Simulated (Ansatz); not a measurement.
Moving the functional in TiSi2

The cell as given:

```
Ti Si
1.0
     0.00000    4.11752    4.26290
     2.38951    0.00000    4.26290
     2.38951    4.11752    0.00000
Ti Si
2 4
Cartesian
  3.5843 6.1763 6.3943
  2.3895 4.1175 4.2629
  1.1948 3.3975 2.1314
  1.1948 0.7200 2.1314
  2.3895 1.3387 4.2629
  2.3895 6.8963 4.2629
```

The cell is a database's computed one, not the measured one.

Kept alike: task relaxation of cell and atoms; k mesh 7 × 7 × 7; occupations fermi-dirac, width 0.05 eV; no spin polarisation. Program: Ansatz, Ansatz PAW. Cutoffs run from 420 to 500 eV. The mesh is that of the run's cell of 6 atoms. No spin-orbit coupling.

| functional | volume (Å³/atom) | first edge of the run's cell (Å) | third edge of the run's cell (Å) |
| --- | --- | --- | --- |
| LDA | 13.491 | 5.855 | 4.692 |
| PBE | 14.166 | 5.950 | 4.773 |
| PBEsol | 13.779 | 5.896 | 4.723 |
| r2SCAN | 13.952 | 5.921 | 4.749 |

The relaxations keep at least the cell's symmetry (Fddd). For a metal such a mesh leaves the last digits unconverged. Relaxations stop with a little pressure left, so the last digits of a volume or edge aren't settled. All rows use potentials made for PBE.

The volume runs from 13.491 (LDA) to 14.166 Å³/atom (PBE). From PBE: LDA -0.675; PBEsol -0.387; r2SCAN -0.214. The first edge of the run's cell runs from 5.855 (LDA) to 5.950 Å (PBE). From PBE: LDA -0.095; PBEsol -0.054; r2SCAN -0.029. The third edge of the run's cell runs from 4.692 (LDA) to 4.773 Å (PBE). From PBE: LDA -0.081; PBEsol -0.050; r2SCAN -0.024.
